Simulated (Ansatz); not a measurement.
Level of theory: Ansatz 0.2.0, DFT PBE, scalar-relativistic, plane waves, PAW. Cutoff 420 eV, Γ-centred meshes of about 0.25 Å⁻¹ or finer for metals and 0.3 Å⁻¹ for insulators (2π included), Gaussian smearing. Collinear spin where magnetic atoms keep a moment.

All energies are static (0 K, no zero-point motion).

Two forms of GdN were relaxed alike.

A. (ferromagnetic moments up to 6.8 μB)

```yaml
crystal:
  lattice:
    - [4.06351, 0.00000, 0.00000]
    - [-2.03175, 3.51910, 0.00000]
    - [0.00000, 0.00000, 5.06474]
  atoms:
    - { symbol: Gd, position: [0.33333, 0.66667, 0.42978] }
    - { symbol: Gd, position: [0.66667, 0.33333, 0.92978] }
    - { symbol: N, position: [0.33333, 0.66667, 0.95522] }
    - { symbol: N, position: [0.66667, 0.33333, 0.45522] }
```

B. (ferromagnetic moments up to 6.9 μB)

```yaml
crystal:
  lattice:
    - [3.43792, 0.00000, 0.00000]
    - [-1.71896, 2.97733, 0.00000]
    - [0.00000, 0.00000, 5.96339]
  atoms:
    - { symbol: Gd, position: [0.66667, 0.33333, 0.75000] }
    - { symbol: Gd, position: [0.33333, 0.66667, 0.25000] }
    - { symbol: N, position: [0.00000, 0.00000, 0.00000] }
    - { symbol: N, position: [0.00000, 0.00000, 0.50000] }
```

Question: Which is lower in energy, and by how much?

Answer: A is lower, by 66 meV/atom. A has space group P6_3mc (No. 186), 18.1 Å³/atom and a gap of 0.63 eV on its mesh; B has the anti-nickel arsenide type, space group P6_3/mmc (No. 194), 15.3 Å³/atom and no gap. Counting N atoms around Gd (those within 1.25 times the shortest such distance or 1.15 times the sum of covalent radii; a plus sign parts nearer from farther groups), A has Gd 4+1 and B has Gd 6. The lower one is the more open, so pressure narrows the difference. In A, Gd is surrounded by 4 N at 2.35–2.40 Å and 1 N at 2.66 Å; around N lie 4 Gd at 2.35–2.40 Å and 1 Gd at 2.66 Å. In B, Gd is surrounded by 6 N at 2.48 Å; N has 6 Gd at 2.48 Å. Both come from trial cells of a structure search, whose lowest cell (rock salt type, Fm-3m, 15.5 Å³/atom) lies 75 meV/atom below the lower of the two. The part of the Crystallography Open Database at hand lists GdN in space group No. 225, which no cell shown has.

Kohn–Sham gaps at this level usually fall short of measured ones. The 4f shell of Gd is treated without a Hubbard U, which places its levels poorly. Another magnetic order may lie lower. Cells relaxed within their symmetry can be saddle points. Some types were kept out of the candidates beforehand, so the set may lack a known form.
